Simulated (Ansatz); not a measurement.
**Si$_{8}$S$_{15}$: nudged elastic band, vacancy jump**

Theory: DFT PBE+D3(BJ), scalar-relativistic, plane waves, PAW (Ansatz 0.2.0). Settings: plane waves to 420 eV, k-mesh 4×4×2 (Γ-centred), Gaussian smearing 0.05 eV. No spin polarisation.

3 inner image(s), climbing off, force tolerance 0.05 eV/Å, at most 60 iterations, fixed cell. The cell carries a charge of +2 e on a uniform background, with no finite-size correction, so the barrier is rough in so small a cell.

The run took 16 min on 4 threads of Arm Neoverse N1 (shared host), peak memory 3.5 GiB.

Command:
```bash
ansatz run input.yaml --threads 4 --pin off --max-ram 9216MiB --backend cpu --events-out ev --progress --plain --runs-dir out
```

Input:
```yaml
crystal:
  lattice:
    - [5.4113830413, 0.0, 5.5267872967]
    - [5.4113830413, 0.0, -5.5267872967]
    - [0.0, 9.5632436157, 0.0]
  atoms:
    - { symbol: Si, position: [0.3708914115, 0.6218057517, -0.0094763894] }
    - { symbol: Si, position: [0.3892893648, 0.1840539501, 0.5459273224] }
    - { symbol: Si, position: [0.8665490498, 0.1161578046, -0.0067338735] }
    - { symbol: Si, position: [0.8723521856, 0.615871791, 0.4927052372] }
    - { symbol: Si, position: [0.1218057517, 0.8708914115, -0.0094763894] }
    - { symbol: Si, position: [0.115871791, 0.3723521856, 0.4927052372] }
    - { symbol: Si, position: [0.6161578046, 0.3665490498, -0.0067338735] }
    - { symbol: Si, position: [0.6840539501, 0.8892893648, 0.5459273224] }
    - { symbol: S, position: [0.3837500426, 0.3849167247, 0.8715798898] }
    - { symbol: S, position: [0.8859521363, 0.3859521363, 0.3697107438] }
    - { symbol: S, position: [0.8849167247, 0.8837500426, 0.8715798898] }
    - { symbol: S, position: [0.1003475609, 0.1029122983, 0.1112622339] }
    - { symbol: S, position: [0.1025794279, 0.6025794279, 0.6140268103] }
    - { symbol: S, position: [0.6029122983, 0.6003475609, 0.1112622339] }
    - { symbol: S, position: [0.6246252961, 0.1246252961, 0.6455900346] }
    - { symbol: S, position: [0.3542694733, 0.8542694733, 0.8698826682] }
    - { symbol: S, position: [0.3698772984, 0.3642840513, 0.387584542] }
    - { symbol: S, position: [0.8466144133, 0.3466144133, 0.8680159214] }
    - { symbol: S, position: [0.8642840513, 0.8698772984, 0.387584542] }
    - { symbol: S, position: [0.1424826455, 0.1359093242, 0.6208348494] }
    - { symbol: S, position: [0.1388461527, 0.6388461527, 0.1112957106] }
    - { symbol: S, position: [0.6359093242, 0.6424826455, 0.6208348494] }
    - { symbol: S, position: [0.6340109807, 0.1340109807, 0.1134399121] }
total_charge: 2
basis:
  ecutwfc: 420
kpoints:
  mp_grid: { grid: [4, 4, 2] }
hamiltonian:
  xc: pbe
  dispersion: d3bj
scf:
  occupations: { method: gaussian, width: 0.05 }
output:
  forces: true
neb:
  images: 3
  f_tol: 0.05
  max_iterations: 60
  order_check: false
  final_atoms:
    - { symbol: Si, position: [0.3838419746, 0.6334507214, 0.0067337639] }
    - { symbol: Si, position: [0.3159467952, 0.1107111693, 0.4540731272] }
    - { symbol: Si, position: [0.8781934599, 0.1291078409, 0.0094763246] }
    - { symbol: Si, position: [0.8841285579, 0.627648134, 0.5072945551] }
    - { symbol: Si, position: [0.1334507214, 0.8838419746, 0.0067337639] }
    - { symbol: Si, position: [0.127648134, 0.3841285579, 0.5072945551] }
    - { symbol: Si, position: [0.6291078409, 0.3781934599, 0.0094763246] }
    - { symbol: Si, position: [0.6107111693, 0.8159467952, 0.4540731272] }
    - { symbol: S, position: [0.3970869627, 0.39965218, 0.8887377212] }
    - { symbol: S, position: [0.8974209058, 0.3974209058, 0.3859728927] }
    - { symbol: S, position: [0.89965218, 0.8970869627, 0.8887377212] }
    - { symbol: S, position: [0.1150826625, 0.1162498184, 0.1284198523] }
    - { symbol: S, position: [0.1140482187, 0.6140482187, 0.6302890535] }
    - { symbol: S, position: [0.6162498184, 0.6150826625, 0.1284198523] }
    - { symbol: S, position: [0.3753754274, -0.1246245726, 0.3544101235] }
    - { symbol: S, position: [0.365988772, 0.865988772, 0.8865599191] }
    - { symbol: S, position: [0.3640913948, 0.3575179302, 0.379165682] }
    - { symbol: S, position: [0.8611529429, 0.3611529429, 0.888704001] }
    - { symbol: S, position: [0.8575179302, 0.8640913948, 0.379165682] }
    - { symbol: S, position: [0.1357163061, 0.1301234346, 0.6124155668] }
    - { symbol: S, position: [0.1533855288, 0.6533855288, 0.1319842165] }
    - { symbol: S, position: [0.6301234346, 0.6357163061, 0.6124155668] }
    - { symbol: S, position: [0.6457297265, 0.1457297265, 0.1301171825] }
  climbing: false
```

Output (its end):
```
...
    - { symbol: Si, position: [0.6770303560486616, 0.8229695344282298, 0.5000000760665538] }
    - { symbol: S, position: [0.3936795525990805, 0.3941462621078553, 0.8775756074087467] }
    - { symbol: S, position: [0.8852448928670821, 0.38524491877850464, 0.37437497934502145] }
    - { symbol: S, position: [0.8941461326576732, 0.893679592770479, 0.8775756590168622] }
    - { symbol: S, position: [0.10585369367787213, 0.1063204335767977, 0.12242443769248205] }
    - { symbol: S, position: [0.11475338235620086, 0.6147534394816008, 0.6256264705799921] }
    - { symbol: S, position: [0.6063203985103768, 0.6058538285615694, 0.12242442486444041] }
    - { symbol: S, position: [0.5000047523185058, 4.714315163079075e-6, 0.4999958945316575] }
    - { symbol: S, position: [0.3596867317201257, 0.859686848785223, 0.8783460735189992] }
    - { symbol: S, position: [0.3444378484088385, 0.38627322861730795, 0.373740269212398] }
    - { symbol: S, position: [0.8568741432268772, 0.3568741983371122, 0.8805583002050987] }
    - { symbol: S, position: [0.8862732830275026, 0.844437897420417, 0.3737401736656892] }
    - { symbol: S, position: [0.11372716295992508, 0.15556025762191805, 0.6262603337491989] }
    - { symbol: S, position: [0.14312583505491816, 0.6431258586889697, 0.11944170547244017] }
    - { symbol: S, position: [0.6555601991457104, 0.6137271123229086, 0.6262603786147] }
    - { symbol: S, position: [0.6403131232554241, 0.1403132650693718, 0.12165391181700319] }
```

The calculation finished and met its thresholds.

Final band:

| image | s (Å) | ΔE (eV) |
| --- | --- | --- |
| 0 | 0.000 | 0.000 |
| 1 | 1.241 | 0.485 |
| 2 | 2.482 | 2.128 |
| 3 | 3.723 | 0.485 |
| 4 | 4.964 | 0.000 |

Highest image over the start 2.128 eV, over the end 2.128 eV. The order of the saddle wasn't checked, and a path that keeps a symmetry can read too high. Without a climbing image the barrier can read too low.

By iteration:

```
iteration largest band force component (eV/Å) highest image (eV)
        1                               20.498               8.179
        2                                5.914               2.838
        3                                2.570               2.277
        4                                0.475               2.136
        5                                0.051               2.129
        6                                0.037               2.128
```

Images of the last band (Å, true forces in eV/Å):

```xyz
23
Lattice="5.411 0.000 5.527 5.411 0.000 -5.527 0.000 9.563 0.000" Properties=species:S:1:pos:R:3:forces:R:3 pbc="T T T" image=0 dE_eV=0.0000
Si    5.372   -0.091   -1.387   -0.010    0.005   -0.003
Si    3.103    5.221    1.134   -0.007    0.003   -0.015
Si    5.318   -0.064    4.147   -0.005   -0.001   -0.016
Si    8.053    4.712    1.418    0.009   -0.001    0.007
Si    5.372   -0.091   -4.140   -0.010    0.005    0.003
Si    2.642    4.712   -1.418    0.009   -0.001   -0.007
Si    5.318   -0.064    1.380   -0.005   -0.001    0.016
Si    8.514    5.221   -1.134   -0.007    0.003    0.015
S     4.160    8.335   -0.006   -0.001   -0.003   -0.002
S     6.883    3.536    2.763   -0.006   -0.014    0.000
S     9.571    8.335    0.006   -0.001   -0.003    0.002
S     1.100    1.064   -0.014    0.000    0.000    0.005
S     3.816    5.872   -2.763    0.010    0.011    0.000
S     6.511    1.064    0.014    0.000    0.000   -0.005
S     4.054    6.174    2.763    0.012   -0.001    0.000
S     6.540    8.319   -2.763   -0.003    0.000    0.000
S     3.973    3.707    0.031   -0.012    0.011    0.013
S     6.457    8.301    2.763   -0.007    0.002    0.000
S     9.384    3.707   -0.031   -0.012    0.011   -0.013
S     1.506    5.937    0.036    0.020   -0.009    0.013
S     4.208    1.064   -2.763    0.002   -0.001    0.000
S     6.918    5.937   -0.036    0.020   -0.009   -0.013
S     4.156    1.085    2.763    0.005   -0.005    0.000
23
Lattice="5.411 0.000 5.527 5.411 0.000 -5.527 0.000 9.563 0.000" Properties=species:S:1:pos:R:3:forces:R:3 pbc="T T T" image=1 dE_eV=0.4854
Si    5.436    0.006   -1.383   -0.014   -0.012   -0.018
Si    2.745    4.817    1.022    0.023    0.023    0.183
Si    5.399    0.011    4.145   -0.016   -0.013   -0.006
Si    8.056    4.723    1.497   -0.066   -0.063   -0.075
Si    5.436    0.006   -4.143   -0.014   -0.012    0.018
Si    2.645    4.723   -1.497   -0.066   -0.063    0.075
Si    5.399    0.011    1.382   -0.016   -0.013    0.006
Si    8.156    4.817   -1.022    0.023    0.023   -0.183
S     4.257    8.410   -0.009   -0.018   -0.002   -0.005
S     6.843    3.553    2.763   -0.059   -0.048    0.000
S     9.669    8.410    0.009   -0.018   -0.002    0.005
S     1.165    1.169   -0.011   -0.017   -0.025   -0.004
S     3.871    5.906   -2.763   -0.076   -0.077    0.000
S     6.576    1.169    0.011   -0.017   -0.025    0.004
S     3.556    5.574    2.763    0.619    0.579    0.000
S     6.602    8.415   -2.763   -0.003   -0.017    0.000
S     3.882    3.554   -0.119   -0.078   -0.033    0.091
S     6.559    8.411    2.763   -0.019   -0.027    0.000
S     9.293    3.554    0.119   -0.078   -0.033   -0.091
S     1.438    5.921   -0.104   -0.028   -0.074    0.099
S     4.283    1.174   -2.763   -0.016    0.013    0.000
S     6.849    5.921    0.104   -0.028   -0.074   -0.099
S     4.228    1.164    2.763   -0.017   -0.023    0.000
23
Lattice="5.411 0.000 5.527 5.411 0.000 -5.527 0.000 9.563 0.000" Properties=species:S:1:pos:R:3:forces:R:3 pbc="T T T" image=2 dE_eV=2.1279
Si    5.427   -0.009   -1.386    0.001   -0.005   -0.003
Si    2.706    4.782    0.807    0.000    0.000    0.036
Si    5.396    0.009    4.141   -0.001    0.005   -0.003
Si    8.117    4.782    1.566    0.000    0.000   -0.013
Si    5.427   -0.009   -4.141    0.001   -0.005    0.003
Si    2.706    4.782   -1.566    0.000    0.000    0.013
Si    5.396    0.009    1.386   -0.001    0.005    0.003
Si    8.117    4.782   -0.807    0.000    0.000   -0.037
S     4.263    8.392   -0.003   -0.002   -0.010    0.003
S     6.875    3.580    2.763   -0.010   -0.003    0.000
S     9.675    8.392    0.003   -0.002   -0.010   -0.003
S     1.148    1.171   -0.003    0.002    0.010    0.003
S     3.948    5.983   -2.763    0.010    0.003    0.000
S     6.560    1.171    0.003    0.002    0.010   -0.003
S     2.706    4.782    2.763    0.000    0.000    0.000
S     6.598    8.400   -2.763   -0.006    0.013    0.000
S     3.954    3.574   -0.231   -0.001   -0.004   -0.005
S     6.568    8.421    2.763    0.005    0.008    0.000
S     9.366    3.574    0.231   -0.001   -0.004    0.005
S     1.457    5.989   -0.231    0.001    0.004   -0.005
S     4.255    1.142   -2.763   -0.005   -0.008    0.000
S     6.869    5.989    0.231    0.000    0.004    0.005
S     4.224    1.163    2.763    0.006   -0.013    0.000
23
Lattice="5.411 0.000 5.527 5.411 0.000 -5.527 0.000 9.563 0.000" Properties=species:S:1:pos:R:3:forces:R:3 pbc="T T T" image=3 dE_eV=0.4854
Si    5.424   -0.011   -1.382    0.016    0.013   -0.006
Si    2.667    4.746    1.022   -0.023   -0.023    0.183
Si    5.386   -0.006    4.143    0.014    0.012   -0.018
Si    8.178    4.840    1.497    0.066    0.063   -0.075
Si    5.424   -0.011   -4.145    0.016    0.013    0.006
Si    2.767    4.840   -1.497    0.066    0.063    0.075
Si    5.386   -0.006    1.383    0.014    0.012    0.018
Si    8.078    4.746   -1.022   -0.023   -0.023   -0.183
S     4.247    8.394   -0.011    0.017    0.025   -0.004
S     6.952    3.657    2.763    0.076    0.077    0.000
S     9.658    8.394    0.011    0.017    0.025    0.004
S     1.154    1.153   -0.009    0.018    0.002   -0.005
S     3.980    6.010   -2.763    0.059    0.048    0.000
S     6.566    1.153    0.009    0.018    0.002    0.005
S     1.856    3.989    2.763   -0.619   -0.579    0.000
S     6.594    8.399   -2.763    0.017    0.023    0.000
S     3.974    3.642   -0.104    0.028    0.074    0.099
S     6.540    8.389    2.763    0.016   -0.013    0.000
S     9.385    3.642    0.104    0.028    0.074   -0.099
S     1.529    6.009   -0.119    0.078    0.033    0.091
S     4.264    1.152   -2.763    0.019    0.027    0.000
S     6.941    6.009    0.119    0.078    0.033   -0.091
S     4.221    1.148    2.763    0.003    0.017    0.000
23
Lattice="5.411 0.000 5.527 5.411 0.000 -5.527 0.000 9.563 0.000" Properties=species:S:1:pos:R:3:forces:R:3 pbc="T T T" image=4 dE_eV=0.0000
Si    5.505    0.064   -1.380    0.005    0.001   -0.016
Si    2.309    4.342    1.134    0.007   -0.003   -0.015
Si    5.451    0.091    4.140    0.010   -0.005   -0.003
Si    8.181    4.851    1.418   -0.009    0.001    0.007
Si    5.505    0.064   -4.147    0.005    0.001    0.016
Si    2.769    4.851   -1.418   -0.009    0.001   -0.007
Si    5.451    0.091    1.387    0.010   -0.005    0.003
Si    7.720    4.342   -1.134    0.007   -0.003    0.015
S     4.311    8.499   -0.014    0.000    0.000    0.005
S     7.007    3.691    2.763   -0.010   -0.011    0.000
S     9.723    8.499    0.014    0.000    0.000   -0.005
S     1.252    1.228   -0.006    0.001    0.003   -0.002
S     3.940    6.028   -2.763    0.006    0.014    0.000
S     6.663    1.228    0.006    0.001    0.003    0.002
S     1.357    3.389    2.763   -0.012    0.001    0.000
S     6.667    8.478   -2.763   -0.005    0.005    0.000
S     3.905    3.626    0.036   -0.020    0.009    0.013
S     6.614    8.499    2.763   -0.002    0.001    0.000
S     9.316    3.626   -0.036   -0.020    0.009   -0.013
S     1.439    5.857    0.031    0.012   -0.011    0.013
S     4.366    1.262   -2.763    0.007   -0.002    0.000
S     6.850    5.857   -0.031    0.012   -0.011   -0.013
S     4.283    1.244    2.763    0.003    0.000    0.000
```